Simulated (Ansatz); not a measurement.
# Ge (I4_1/amd) in Ansatz: further runs

Runs on Ge. Level: PBE0. Tasks: single point, equation of state.

Everything below comes from runs of Ansatz 0.2.0. Logs are shortened: lines on timing, memory, paths and dates and some standing lists are left out, and cuts for length are marked.

## Step 1: The structure

Symmetry: I4_1/amd, No. 141, tetragonal system. The conventional cell has a = 5.149 Å, b = 5.149 Å, c = 2.795 Å, α = 90.00°, β = 90.00°, γ = 90.00°. Ge (site symmetry -4m2) is surrounded by 6 Ge at 2.67 to 2.79 Å.

This isn't the form of Ge at room conditions, which is diamond.

## Step 2: Single point, PBE0, 17.41 Å³/atom (volume scaled by 0.94)

The input, input:

```
crystal:
  lattice:
    - [-2.5219343658, 2.5219343658, 1.3688860134]
    - [2.5219343658, -2.5219343658, 1.3688860134]
    - [2.5219343658, 2.5219343658, -1.3688860134]
  atoms:
    - { symbol: Ge, position: [0.5, 0.5, 0.0] }
    - { symbol: Ge, position: [0.25, 0.75, 0.5] }
hamiltonian:
  xc: pbe0
  pseudopotentials: { kind: paw }
kpoints:
  mp_grid: { grid: [6, 6, 6] }
scf:
  occupations: { method: fermi_dirac, width: 0.05 }
output:
  forces: true
  stress: true
  eigenvalues: true
  write_density: true
  write_potential: true
  elf: true
  volumetric_format: npy
```

Potentials or basis: Ansatz PAW.

The program printed:

```text
Warning: output.stress: scf.convergence.dr2_threshold = 1e-7 eV (the SCF's general default) is looser than the 2e-10 eV advised for a printed stress (1e-10 eV for each atom of the cell: 2). What an SCF threshold leaves in a stress goes as its square root, and in the free energy as the threshold itself, and one threshold admits the most on a small cell: of the crystals measured, under no hybrid functional and no lock of the moments, on runs that ended without the residual-converged pass, on stresses that held no estimate of that error, the worst erred by over 100 MPa in a component at 1e-7 eV an atom and by under 5 at 1e-10. Set scf.convergence.dr2_threshold to 2e-10 eV or tighter. The threshold is an SCF's pass mark: one that does not reach it within its budget of iterations ends unconverged, or closes short of it on a stop that the run arms, and scf.convergence.dr2_threshold's page says what that costs each kind of run
Warning: output.stress: scf.exx.energy_threshold = 1e-6 eV is looser than the 2e-8 eV advised for a stress under a hybrid functional (1e-8 eV for each atom of the cell: 2). Every SCF of the exchange loop can meet its threshold on dr2 while the loop round them stops early: no threshold on dr2 bounds what that leaves in the stress. Set scf.exx.energy_threshold to 2e-8 eV or tighter. The threshold is the loop's pass mark: a loop that does not reach it within its budget of cycles ends unconverged, and scf.exx.energy_threshold's page has the law
GPUs: using 1 of 1 available (devices: 1).
Engine: ansatz 0.2.0, x86_64-unknown-linux-gnu
Pseudopotentials: kind: paw
Pseudopotential: Ge, paw, valence charge 14, recommended cutoff 420 eV (normal), Ge.paw.azcp
Functional definition: PBE0
  parameter a = 0.25
  parameter kappa = 0.804
  parameter beta = 0.06672455060314922
  exchange = (1 - a)*pbe_x(kappa = kappa, mu = beta*pi^2/3) + a*exact_x
  correlation = pbe_c(beta = beta)
device memory: the entry about to start is reckoned to put 0.5 GiB on a device that reports 56.2 GiB free (of which the cap on the GPU budget leaves the run 18.0 GiB)
GPU FFT provider: cuFFT
GPU libraries: cuBLAS 13.8.2, cuFFT 12.4.0, cuSOLVER 12.3.4
Crystal: 2 atoms, lattice volume = 34.825 Å³
Basis set: ecut = 420 eV, 681 PW (Γ), exchange–correlation on 54×54×54 points (8 copies of the dense FFT grid, shifted against one another)
Bands: 18, of which v1, the nominal top of the filled ones, is band 14 counted from 1 (13 counted from 0)
Symmetry: 16 space group operations
Space group: I41/amd (ITA 141), of the structure as read, at distance tolerance 3.3e-5 Å
k-points: 30 of 216
Non-local potential: Ge, projectors of the file, l = 0: 2, l = 1: 2, l = 2: 3, l = 3: 1
PAW form: soft (Blöchl's): semilocal exchange-correlation on the pseudo side does not see the compensation charge
PAW frozen core: Ge, regenerated for the run's functional, and the local potential with it (the file was generated under x = pbe(κ = 0.804, μ = 0.2195149727645171), c = pbe(β = 0.06672455060314922))
PAW one-centre angular grid: Ge, 590 points (default); XC on 64 Gauss nodes
Initial density: superposition of atomic densities (neutral atoms: chi_scale 0, normalization atom), corrected by the library's trained network
Initial wavefunctions: pseudopotential atomic-orbital guess
GPU buffer pool allocated for 19683 grid points (all kernels)
GPU transforms: local potential and band sums: pruned to the plane-wave sphere, on 25×25×25
Functional: x = pbe(κ = 0.804, μ = 0.2195149727645171), c = pbe(β = 0.06672455060314922), warm-up for x = 0.75 pbe(κ = 0.804, μ = 0.2195149727645171) + 0.25 exact, c = pbe(β = 0.06672455060314922)
SCF iter   1: F=—  HF=-8589.404977 eV  |F-HF|=—  |Δ(HF+E_count)|=         —  Δρ=1.48e-3  dr2=5.29e-4  ethr=1.77e-3  ⟨swp⟩=5.7  Hψ=1999  notcnv=0
preconditioner: auto → Kerker (q_TF=auto, 2.631 Å⁻¹)  [metal: Δε(μ)=0.056 eV  Ē_g=23.821 eV  σ=0.050 eV  W_gap=0.27  n_scr=16 (ndim 8)  ℏωp=33.3 eV  f_vac=0.000  D(μ)=1.06/eV (n_scr^D=4)]
SCF iter   2: F=—  HF=-8589.405254 eV  |F-HF|=—  |Δ(HF+E_count)|=   2.77e-4  Δρ=9.28e-4  dr2=2.17e-4  ethr=1.89e-6  ⟨swp⟩=3.8  Hψ=1436  notcnv=0
SCF iter   3: F=—  HF=-8589.405316 eV  |F-HF|=—  |Δ(HF+E_count)|=   6.21e-5  Δρ=3.24e-4  dr2=3.52e-5  ethr=7.74e-7  ⟨swp⟩=2.5  Hψ=994  notcnv=0
iter 4 solved again at ethr=5.36e-9 eV; its pass at ethr=1.26e-7 eV (dr2=1.50e-6 eV) is discarded
SCF iter   4: F=—  HF=-8589.405309 eV  |F-HF|=—  |Δ(HF+E_count)|=   7.47e-6  Δρ=9.02e-5  dr2=1.51e-6  ethr=5.36e-9  ⟨swp⟩=2.0  Hψ=2371  notcnv=0
SCF iter   5: F=—  HF=-8589.405310 eV  |F-HF|=—  |Δ(HF+E_count)|=   1.43e-6  Δρ=1.64e-5  dr2=6.83e-8  ethr=5.36e-9  ⟨swp⟩=3.0  Hψ=1099  notcnv=0
SCF iter   6: F=—  HF=-8589.405310 eV  |F-HF|=—  |Δ(HF+E_count)|=   5.48e-8  Δρ=6.15e-6  dr2=5.58e-9  ethr=2.44e-10  ⟨swp⟩=3.0  Hψ=1097  notcnv=0
SCF iter   7: F=-8589.405310 eV  HF=-8589.405310 eV  |F-HF|=7.28e-11  |Δ(HF+E_count)|=   8.64e-9  Δρ=1.24e-6  dr2=2.42e-10  ethr=1.99e-11  ⟨swp⟩=3.0  Hψ=1357  notcnv=0
SCF 1 converged in 7 iterations: F = -8589.405310 eV  dr2 = 2.42e-10
device memory: the entry about to start is reckoned to put 1.1 GiB on a device that reports 56.2 GiB free (of which the cap on the GPU budget leaves the run 18.0 GiB)
[... 38 lines left out ...]
Exchange kernel: α = 0.2500, full range, Wigner–Seitz truncation, v(0) = 13098.4180 eV·Å³, q-mesh 6×6×6, nearest image of the exchange supercell L = 16.43 Å, pair-density grid 20×20×20, without the augmentation charges, whose exchange is taken in its separable form by FFT convolution over the k-point mesh (sized by the pseudopotential files, 18×27×24 at the most), smooth part of the exact exchange by density-matrix convolution in up to 2.47 GiB of GPU memory as planned if the GPU has room (build and FFT work areas not counted)
Frozen-core exchange: fock
SCF iter   1: F=—  HF=-8590.937156 eV  |F-HF|=—  |Δ(HF+E_count)|=         —  Δρ=4.55e-5  dr2=8.57e-6  ethr=3.09e-7  ⟨swp⟩=2.9  Hψ=1112  notcnv=0
preconditioner: auto → none  [insulator: Δε(μ)=0.259 eV  Ē_g=27.790 eV  σ=0.050 eV  W_gap=0.75  n_scr=16 (ndim 8)  ℏωp=33.3 eV  f_vac=0.000  D(μ)=0.31/eV (n_scr^D=0)]
SCF iter   2: F=—  HF=-8590.937156 eV  |F-HF|=—  |Δ(HF+E_count)|=   6.46e-8  Δρ=2.09e-5  dr2=8.24e-6  ethr=1.33e-9  ⟨swp⟩=3.1  Hψ=1216  notcnv=0
SCF iter   3: F=—  HF=-8590.937329 eV  |F-HF|=—  |Δ(HF+E_count)|=   1.73e-4  Δρ=1.49e-5  dr2=1.43e-7  ethr=1.74e-10  ⟨swp⟩=4.2  Hψ=1873  notcnv=0
SCF iter   4: F=—  HF=-8590.937329 eV  |F-HF|=—  |Δ(HF+E_count)|=   2.34e-8  Δρ=2.67e-5  dr2=1.51e-7  ethr=1.74e-10  ⟨swp⟩=3.0  Hψ=1382  notcnv=0  recentre
SCF iter   5: F=—  HF=-8590.937329 eV  |F-HF|=—  |Δ(HF+E_count)|=   1.25e-9  Δρ=5.77e-6  dr2=8.37e-8  ethr=1.74e-10  ⟨swp⟩=3.0  Hψ=1029  notcnv=0
SCF iter   6: F=—  HF=-8590.937329 eV  |F-HF|=—  |Δ(HF+E_count)|=   5.00e-9  Δρ=1.35e-6  dr2=7.21e-8  ethr=3.89e-11  ⟨swp⟩=2.8  Hψ=1048  notcnv=0
SCF iter   7: F=-8590.937329 eV  HF=-8590.937329 eV  |F-HF|=2.02e-9  |Δ(HF+E_count)|=   3.92e-7  Δρ=3.33e-6  dr2=9.16e-9  ethr=2.19e-12  ⟨swp⟩=4.4  Hψ=1921  notcnv=0  defer=1
SCF 4 converged in 7 iterations: F = -8590.937329 eV  dr2 = 9.16e-9
  Residual-converged pass: ⟨swp⟩=1.7  Hψ=576  notcnv=0  max |occ|·‖R‖ = 2.4e-6 eV (tolerance 2.4e-6 eV)  dr2=9.16e-9  dr2_onsite=4.39e-10  max |Δocc| = 4.1e-14
hybrid outer 3: dexx = +1.241e-6 eV, tail = 2.17e-7 eV, Δε = 1.84e-2 eV (about 1.09e-3 eV left of the loop's levels)
GPU FFT provider: cuFFT
GPU libraries: cuBLAS 13.8.2, cuFFT 12.4.0, cuSOLVER 12.3.4
GPU buffer pool allocated for 19683 grid points (all kernels)
GPU transforms: local potential and band sums: pruned to the plane-wave sphere, on 25×25×25
Exchange kernel: α = 0.2500, full range, Wigner–Seitz truncation, v(0) = 13098.4180 eV·Å³, q-mesh 6×6×6, nearest image of the exchange supercell L = 16.43 Å, pair-density grid 20×20×20, without the augmentation charges, whose exchange is taken in its separable form by FFT convolution over the k-point mesh (sized by the pseudopotential files, 18×27×24 at the most), smooth part of the exact exchange by density-matrix convolution in up to 2.47 GiB of GPU memory as planned if the GPU has room (build and FFT work areas not counted)
Frozen-core exchange: fock
SCF iter   1: F=—  HF=-8590.937329 eV  |F-HF|=—  |Δ(HF+E_count)|=         —  Δρ=4.09e-6  dr2=6.02e-9  ethr=4.76e-10  ⟨swp⟩=3.6  Hψ=1153  notcnv=0
preconditioner: auto → none  [insulator: Δε(μ)=0.260 eV  Ē_g=27.791 eV  σ=0.050 eV  W_gap=0.75  n_scr=16 (ndim 8)  ℏωp=33.3 eV  f_vac=0.000  D(μ)=0.31/eV (n_scr^D=0)]
SCF iter   2: F=-8590.937329 eV  HF=-8590.937329 eV  |F-HF|=1.11e-10  |Δ(HF+E_count)|=   2.12e-9  Δρ=7.76e-7  dr2=5.13e-10  ethr=1.97e-11  ⟨swp⟩=3.0  Hψ=1066  notcnv=0
SCF 5 converged in 2 iterations: F = -8590.937329 eV  dr2 = 5.13e-10
  Residual-converged pass: ⟨swp⟩=2.5  Hψ=987  notcnv=0  max |occ|·‖R‖ = 2.1e-6 eV (tolerance 2.4e-6 eV)  dr2=5.11e-10  dr2_onsite=6.76e-11  max |Δocc| = 4.6e-13
hybrid outer 4: dexx = +1.154e-9 eV, tail = 1.17e-9 eV, Δε = 1.81e-4 eV (about 8.05e-5 eV left of the loop's levels), ΔF = 2.08e-17 eV/Å (tail 2.44e-4)
hybrid SCF converged: 4 outer / 20 inner (+7 warm-up), last move |dexx| = 1.15e-9 eV, tail = 1.17e-9 eV
Stability not checked: this state was not tested for a lower state beside it, because the functional holds exact exchange (a hybrid, or Hartree-Fock), whose exchange loop this test does not read (fock_operator; see scf.lower_state_search)
Free energy (F): -8590.937329 eV
Frozen-core exchange: fock
Harris-Foulkes:  -8590.937329 eV  (|F-HF|=1.11e-10)
Internal energy: -8590.934780 eV  (E = F + TS)
E sigma→0 (E₀):  -8590.936054 eV
Entropy (-TS):   -0.002550 eV (-1.275 meV/atom)
Fermi energy:    12.373717 eV
--- Per-component energies (eV) ---
  E_band       = -283.838137
  E_kinetic    = 221.973937
  E_local      = -4191.957394  (includes V_loc(G=0)·N_el)
  E_nonlocal   = 836.330567
  E_hartree    = 1846.598318
  E_xc         = -117.263763
  E_vxc        = -100.955094  (∫ρ·V_xc dr)
  E_exx        = -120.344510  (= α·E_x^exact, valence–valence)
  E_paw        = -3953.128536  (= ΣΔE_a)
  E_vpaw       = -501.739040  (= ΣTr[D̂ρ^β])
  E_aug_tail   = 0.000741  (compensation charges beyond the density's cutoff)
  E_ewald      = -3112.337674
  E_core_change = -0.806467  (= ΣΔE_core)
  E_smearing   = -0.002550  (= −TS)
  E_closure    = 0.000001  (closes the sum)
  Σ components = -8590.937329   (vs F -8590.937329, Δ=0.00e0)
--- Forces (eV/Å), atoms counted from 1 ---
  atom   1  Ge    -0.00000000    -0.00000000     0.00000000
  atom   2  Ge     0.00000000    -0.00000000     0.00000000
  max |Σ_I F_I| component: 1.39e-17 eV/Å
--- Stress (GPa, compression-positive) ---
        6.361155       0.000000       0.000000
        0.000000       6.361155       0.000000
        0.000000       0.000000       3.816573
  P = ⅓ Tr σ = 5.5130 GPa (55.130 kbar)
--- Band table (eV; the first three rows and the last of 30) ---
  k-point 0: bands = ["-16.5384", "-16.4919", "-16.4563", "-16.4459", "-16.3240", "-16.3240", "-16.3187", "-16.3187", "-16.2347", "-16.1664", "-3.8569", "7.6111", "8.7842", "8.7842", "15.8371", "21.4621", "21.4621", "22.1023"]
  k-point 1: bands = ["-16.5214", "-16.4949", "-16.4655", "-16.4302", "-16.3322", "-16.3163", "-16.3143", "-16.3121", "-16.2456", "-16.1840", "-3.4995", "4.8590", "9.2227", "10.8602", "17.6355", "18.7655", "19.8076", "22.0873"]
  k-point 2: bands = ["-16.4989", "-16.4830", "-16.4750", "-16.3888", "-16.3607", "-16.3100", "-16.3022", "-16.2937", "-16.2741", "-16.2251", "-2.4278", "1.8156", "10.5034", "12.9517", "15.6336", "17.1593", "21.5403", "21.6924"]
  k-point 29: bands = ["-16.4978", "-16.4978", "-16.3481", "-16.3481", "-16.3214", "-16.3214", "-16.3213", "-16.3213", "-16.3151", "-16.3151", "1.5155", "1.5155", "4.4606", "4.4606", "19.6965", "19.6965", "25.5246", "25.5246"]
```

Wall time 17 s (1 × NVIDIA H100 80GB HBM3 with 2 threads of AMD EPYC 7R13 (Zen 3), shared host); peak memory 2.2 GiB.

Results:

| Property | Result |
| --- | --- |
| Free energy | -8590.9373 eV |
| Pressure | 5.5 GPa |
| Band gap on the k mesh | none (metal or under the smearing width) |

Caveat: the k mesh is coarse (spacing up to 0.44 Å⁻¹), so the values aren't converged, least of all with exact exchange; the PAW data sets come from PBE, with cores solved anew for the run's functional, which leaves a small shift of forces and pressure; the thresholds are loose for stress.

## Step 3: Single point, PBE0, 17.78 Å³/atom (volume scaled by 0.96)

The input, input:

```
crystal:
  lattice:
    - [-2.5396950521, 2.5396950521, 1.3785263734]
    - [2.5396950521, -2.5396950521, 1.3785263734]
    - [2.5396950521, 2.5396950521, -1.3785263734]
  atoms:
    - { symbol: Ge, position: [0.5, 0.5, 0.0] }
    - { symbol: Ge, position: [0.25, 0.75, 0.5] }
hamiltonian:
  xc: pbe0
  pseudopotentials: { kind: paw }
kpoints:
  mp_grid: { grid: [6, 6, 6] }
scf:
  occupations: { method: fermi_dirac, width: 0.05 }
output:
  forces: true
  stress: true
  eigenvalues: true
```

Potentials or basis: Ansatz PAW.

Run time: 47 s. Hardware: 1 × NVIDIA H100 80GB HBM3 with 2 threads of AMD EPYC 7R13 (Zen 3), shared host; peak memory 2.2 GiB.

Results (log left out):

```
Free energy            : -8590.9577 eV
Pressure               : 3.3 GPa
Band gap on the k mesh : none (metal or under the smearing width)
```

Caveat: the k mesh is coarse (spacing up to 0.43 Å⁻¹), so the values aren't converged, least of all with exact exchange; the PAW data sets come from PBE, with cores solved anew for the run's functional, which leaves a small shift of forces and pressure; the thresholds are loose for stress.

## Step 4: Single point, PBE0, 18.15 Å³/atom (volume scaled by 0.98)

input: that of step 3 with these lines changed.

```diff
@@ -2,5 +2,5 @@
   lattice:
-    - [-2.5396950521, 2.5396950521, 1.3785263734]
-    - [2.5396950521, -2.5396950521, 1.3785263734]
-    - [2.5396950521, 2.5396950521, -1.3785263734]
+    - [-2.5572107439, 2.5572107439, 1.3880337523]
+    - [2.5572107439, -2.5572107439, 1.3880337523]
+    - [2.5572107439, 2.5572107439, -1.3880337523]
   atoms:
```

Wall time 20 s (1 × NVIDIA H100 80GB HBM3 with 2 threads of AMD EPYC 7R13 (Zen 3), shared host); peak memory 2.2 GiB.

The run converged. Its results:

```
Free energy            : -8590.9688 eV
Pressure               : 1.5 GPa
Band gap on the k mesh : none (metal or under the smearing width)
```

Caveat: the k mesh is coarse (spacing up to 0.43 Å⁻¹), so the values aren't converged, least of all with exact exchange; the PAW data sets come from PBE, with cores solved anew for the run's functional, which leaves a small shift of forces and pressure; the thresholds are loose for stress.

## Step 5: Single point, PBE0, 18.52 Å³/atom

The input, input:

```
crystal:
  lattice:
    - [-2.574489719, 2.574489719, 1.3974126432]
    - [2.574489719, -2.574489719, 1.3974126432]
    - [2.574489719, 2.574489719, -1.3974126432]
  atoms:
    - { symbol: Ge, position: [0.5, 0.5, 0.0] }
    - { symbol: Ge, position: [0.25, 0.75, 0.5] }
hamiltonian:
  xc: pbe0
  pseudopotentials: { kind: paw }
kpoints:
  mp_grid: { grid: [6, 6, 6] }
scf:
  occupations: { method: fermi_dirac, width: 0.05 }
output:
  forces: true
  stress: true
  eigenvalues: true
  write_density: true
  write_potential: true
  elf: true
  volumetric_format: npy
```

It took 20 s on 1 × NVIDIA H100 80GB HBM3 with 2 threads of AMD EPYC 7R13 (Zen 3), shared host; peak memory 2.2 GiB.

It converged, with:

- Free energy: -8590.9714 eV
- Pressure: -0.3 GPa
- Band gap on the k mesh: none (metal or under the smearing width)

Caveat: the k mesh is coarse (spacing up to 0.43 Å⁻¹), so the values aren't converged, least of all with exact exchange; the PAW data sets come from PBE, with cores solved anew for the run's functional, which leaves a small shift of forces and pressure; the thresholds are loose for stress.

## Step 6: Single point, PBE0, 18.89 Å³/atom (volume scaled by 1.02)

input: that of step 5 with these lines changed.

```diff
@@ -2,5 +2,5 @@
   lattice:
-    - [-2.574489719, 2.574489719, 1.3974126432]
-    - [2.574489719, -2.574489719, 1.3974126432]
-    - [2.574489719, 2.574489719, -1.3974126432]
+    - [-2.5915398167, 2.5915398167, 1.4066673013]
+    - [2.5915398167, -2.5915398167, 1.4066673013]
+    - [2.5915398167, 2.5915398167, -1.4066673013]
   atoms:
```

Potentials or basis: Ansatz PAW.

It took 21 s on 1 × NVIDIA H100 80GB HBM3 with 2 threads of AMD EPYC 7R13 (Zen 3), shared host; peak memory 2.3 GiB.

Results (log left out):

```
Free energy            : -8590.9664 eV
Pressure               : -1.8 GPa
Band gap on the k mesh : none (metal or under the smearing width)
```

Caveat: the k mesh is coarse (spacing up to 0.42 Å⁻¹), so the values aren't converged, least of all with exact exchange; the PAW data sets come from PBE, with cores solved anew for the run's functional, which leaves a small shift of forces and pressure; the thresholds are loose for stress.

## Step 7: Single point, PBE0, 19.27 Å³/atom (volume scaled by 1.04)

input: that of step 6 with these lines changed.

```diff
@@ -2,5 +2,5 @@
   lattice:
-    - [-2.5915398167, 2.5915398167, 1.4066673013]
-    - [2.5915398167, -2.5915398167, 1.4066673013]
-    - [2.5915398167, 2.5915398167, -1.4066673013]
+    - [-2.6083684688, 2.6083684688, 1.4158017605]
+    - [2.6083684688, -2.6083684688, 1.4158017605]
+    - [2.6083684688, 2.6083684688, -1.4158017605]
   atoms:
```

Wall time 22 s (1 × NVIDIA H100 80GB HBM3 with 2 threads of AMD EPYC 7R13 (Zen 3), shared host); peak memory 2.3 GiB.

The run converged. Its results:

```
Free energy            : -8590.9547 eV
Pressure               : -3.2 GPa
Band gap on the k mesh : none (metal or under the smearing width)
```

Caveat: the k mesh is coarse (spacing up to 0.42 Å⁻¹), so the values aren't converged, least of all with exact exchange; the PAW data sets come from PBE, with cores solved anew for the run's functional, which leaves a small shift of forces and pressure; the thresholds are loose for stress.

## Step 8: Single point, PBE0, 19.64 Å³/atom (volume scaled by 1.06)

input: that of step 7 with these lines changed.

```diff
@@ -2,5 +2,5 @@
   lattice:
-    - [-2.6083684688, 2.6083684688, 1.4158017605]
-    - [2.6083684688, -2.6083684688, 1.4158017605]
-    - [2.6083684688, 2.6083684688, -1.4158017605]
+    - [-2.6249827287, 2.6249827287, 1.4248198492]
+    - [2.6249827287, -2.6249827287, 1.4248198492]
+    - [2.6249827287, 2.6249827287, -1.4248198492]
   atoms:
```

Run time: 24 s. Hardware: 1 × NVIDIA H100 80GB HBM3 with 2 threads of AMD EPYC 7R13 (Zen 3), shared host; peak memory 2.3 GiB.

The run converged. Its results:

```yaml
Free_energy: -8590.9369 eV
Pressure: -4.4 GPa
Band_gap_on_the_k_mesh: none (metal or under the smearing width)
```

Caveat: the k mesh is coarse (spacing up to 0.42 Å⁻¹), so the values aren't converged, least of all with exact exchange; the PAW data sets come from PBE, with cores solved anew for the run's functional, which leaves a small shift of forces and pressure; the thresholds are loose for stress.

## Step 9: Equation of state, PBE0

Potentials or basis: Ansatz PAW.

No new run: the results of the series are fitted here.

What came out:

```
Equilibrium volume                        : 18.46 Å³/atom
Bulk modulus at fixed shape and positions : 83 GPa
Pressure derivative of the bulk modulus   : 4.4
```

Energy against volume, from the lowest point:
```
volume (Å³/atom)  energy (meV/atom)
          17.413              17.03
          17.783               6.85
          18.154               1.31
          18.524               0.00
          18.895               2.47
          19.265               8.34
          19.636              17.22
```

Caveat: the k mesh is coarse (spacing up to 0.43 Å⁻¹), so the values aren't converged, least of all with exact exchange; the cell was scaled at fixed shape and fractional positions, which overstates the stiffness of a crystal with free parameters, most of all of layers and chains; the PAW data sets were made with another functional, which shifts forces and pressure a little.
